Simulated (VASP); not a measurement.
The system is CdTe.

```xyz
2
Lattice="0.0000 3.2821 3.2821 3.2821 0.0000 3.2821 3.2821 3.2821 0.0000" Properties=species:S:1:pos:R:3 pbc="T T T"
Cd    0.0000    0.0000    0.0000
Te    4.9232    4.9232    4.9232
```

The cell is a database's computed one.

* Program: VASP 6.6.1
* Task: relaxation of cell and atoms
* Functional: PBEsol
* Potentials or basis: VASP PAW PBE potentials, release 64 (Cd, Te)
* Cutoff: 600 eV
* k mesh: 4 × 4 × 4
* Occupations: gaussian, width 0.02 eV
* Spin: no spin polarisation

At the start: pressure -1.0 GPa; volume 35.36 Å³/atom.

Where does the relaxation end?

Over 3 steps the energy falls by 2.9 meV/atom and the volume is 34.45 Å³/atom (-2.6 %); space group F-43m (No. 216, to 0.05 Å).

The path:
| step | energy change (eV) | largest force (eV/Å) | pressure (GPa) | volume (Å³) |
| --- | --- | --- | --- | --- |
| 1 | 0.0000 | 0.0000 | -0.99 | 70.71 |
| 2 | -0.0055 | 0.0000 | 0.25 | 68.49 |
| 3 | -0.0058 | 0.0000 | 0.00 | 68.90 |

Final structure:
```
CELL_PARAMETERS angstrom
0.00000 3.25385 3.25385
3.25385 0.00000 3.25385
3.25385 3.25385 0.00000
ATOMIC_POSITIONS crystal
Cd 0.00000 0.00000 0.00000
Te 0.75000 0.75000 0.75000
```

Caveat: the PAW data sets were made with another functional, which shifts forces and pressure a little.
